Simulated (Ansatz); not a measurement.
## Ag: what changed settings do

The reference input for Ansatz (plane-wave DFT with PAW):

```yaml
crystal:
  lattice:
    - [2.9222991408, 0.0, 0.0]
    - [-1.4611495704, 2.5307852934, 0.0]
    - [0.0, 0.0, 4.70166181]
  atoms:
    - { symbol: Ag, position: [0.33333333, 0.66666667, 0.25] }
    - { symbol: Ag, position: [0.66666667, 0.33333333, 0.75] }
basis:
  ecutwfc: 420
kpoints:
  mp_grid: { grid: [6, 6, 4] }
hamiltonian:
  xc: pbe
scf:
  occupations: { method: gaussian, width: 0.1 }
output:
  forces: true
  stress: true
  eigenvalues: true
```

Command:

```bash
ansatz run input.yaml --threads 1 --pin off --max-ram 1331MiB --backend cpu --events-out ev --progress --plain --runs-dir out
```

The run converges in 6 SCF iterations on 21 irreducible k-points: pressure 3.50 GPa, no gap.

The inputs are trials, many of them unsound on purpose. Their numbers show the effect of the settings and aren't properties of the material. Each trial's input is given as a difference from the reference's; energies are extrapolated to zero smearing where there is one, and pressure is positive in compression.

Problem. Trial 1:

```diff
 basis:
+  xc_grid: 4
 kpoints:
-  mp_grid: { grid: [6, 6, 4] }
+  mp_grid: { grid: [7, 5, 4] }
```

What does the program give?

Solution. The run converges in 6 SCF iterations on 54 irreducible k-points: energy 50.3 meV per atom below the reference, pressure 2.42 GPa, largest force 0.019 eV/Å, no gap. It warns that the mesh lowers the symmetry.

Problem. Trial 2:

```diff
 scf:
+  max_iter: 20
+accuracy: low
```

What does the program give?

Solution. The run converges in 6 SCF iterations on 21 irreducible k-points: the reference's energy to 0.01 meV per atom, pressure 3.50 GPa, no gap.

Problem. Trial 3:

```diff
 kpoints:
-  mp_grid: { grid: [6, 6, 4] }
+  mp_grid: { kspacing: 1.5 }
```

What does the program give?

Solution. The run converges in 6 SCF iterations on 2 irreducible k-points: energy 1.24 eV per atom above the reference, pressure 9.77 GPa, no gap.

Problem. Trial 4:

```diff
 basis:
+  ecutrho_ratio: 5
 kpoints:
-  mp_grid: { grid: [6, 6, 4] }
+  mp_grid: { grid: [3, 3, 2] }
 scf:
-  occupations: { method: gaussian, width: 0.1 }
+  occupations: { method: cold, width: "0.005 Ry" }
+  mixing: { algorithm: msr1, beta: 0.049, q_tf: 1.3 }
+  max_iter: 78
```

What does the program give?

Solution. The run converges in 6 SCF iterations on 6 irreducible k-points: energy 115 meV per atom below the reference, pressure 1.88 GPa, no gap.

Problem. Trial 5:

```diff
 basis:
-  ecutwfc: 420
+  ecutwfc: 400
 kpoints:
-  mp_grid: { grid: [6, 6, 4] }
+  mp_grid: { kspacing: 0.52 }
 scf:
-  occupations: { method: gaussian, width: 0.1 }
+  occupations: { method: gaussian, width: 0.026 }
+  max_iter: 60
+accuracy: medium
```

What does the program give?

Solution. The run converges in 6 SCF iterations on 10 irreducible k-points: energy 90.0 meV per atom below the reference, pressure 2.14 GPa, no gap. It warns that the cutoff lies under the recommended one, 420 eV for these potentials.

Problem. Trial 6:

```diff
 crystal:
   atoms:
-    - { symbol: Ag, position: [0.66666667, 0.33333333, 0.75] }
+    - { symbol: Ag, position: [0.6666666667, 0.3333333333, 0.75], spin: 2.0 }
 scf:
+  lower_state_search: "off"
+  convergence: { dr2_threshold: "1e-9 eV" }
 output:
+  populations: true
+magnetization:
+  spin_polarized: true
+  magnetic_field: 300
```

What does the program give?

Solution. The run converges in 16 SCF iterations on 21 irreducible k-points: pressure 3.50 GPa, no gap, cell moment 0.01 μB (in the typed magnetic field). It warns that the starting moments were lost; that the SCF threshold is loose for the stress.

Problem. Trial 7:

```diff
 basis:
+  ecutrho_ratio: 5
 scf:
-  occupations: { method: gaussian, width: 0.1 }
+  occupations: { method: fixed }
+  max_iter: 70
```

What does the program give?

Solution. The run converges in 6 SCF iterations on 21 irreducible k-points: energy 664 meV per atom above the reference, pressure 6.22 GPa, no gap. It warns that bands overlap at the filling; that the bands looked metallic on the way.

Problem. Trial 8 (volume scaled):

```diff
 crystal:
   lattice:
-    - [2.9222991408, 0.0, 0.0]
-    - [-1.4611495704, 2.5307852934, 0.0]
-    - [0.0, 0.0, 4.70166181]
+    - [3.0074621458, 0.0, 0.0]
+    - [-1.5037310729, 2.6045386192, 0.0]
+    - [0.0, 0.0, 4.8386798321]
 kpoints:
-  mp_grid: { grid: [6, 6, 4] }
+  mp_grid: { kspacing: 1.3 }
 hamiltonian:
+  hubbard:
+    sites: [{ species: Ag, l: d, u_eff: 7.4 }]
+    projectors: ortho-atomic
```

What happens?

Solution. The run converges in 7 SCF iterations on 2 irreducible k-points: pressure 6.25 GPa, no gap. It warns that the count of filled bands differs between k-points. Under a U the state reached may not be the lowest.

Problem. Trial 9 (atoms moved):

```diff
 crystal:
   atoms:
-    - { symbol: Ag, position: [0.33333333, 0.66666667, 0.25] }
-    - { symbol: Ag, position: [0.66666667, 0.33333333, 0.75] }
+    - { symbol: Ag, position: [0.315676983, 0.658329843, 0.2443498299] }
+    - { symbol: Ag, position: [0.7424009268, 0.3944473158, 0.7398696413] }
 basis:
-  ecutwfc: 420
+  ecutwfc: 160
+  precision: f64
```

What does the program give?

Solution. The run converges in 8 SCF iterations on 76 irreducible k-points: energy 43.78 eV per atom above the reference, pressure -60.10 GPa (unreliable at so low a cutoff), largest force 0.418 eV/Å (unreliable too), no gap. It warns that the cutoff lies under the recommended one, 420 eV for these potentials.

Problem. Trial 10:

```diff
 kpoints:
-  mp_grid: { grid: [6, 6, 4] }
+  mp_grid: { kspacing: 0.4 }
+  band_path: { path: [[0, 0, 0], [0.5, 0, 0], [0.5, 0.5, 0.5]], npoints: 4 }
```

What does the program give?

Solution. The run converges in 6 SCF iterations on 24 irreducible k-points: energy 32.3 meV per atom below the reference, pressure 2.30 GPa, no gap.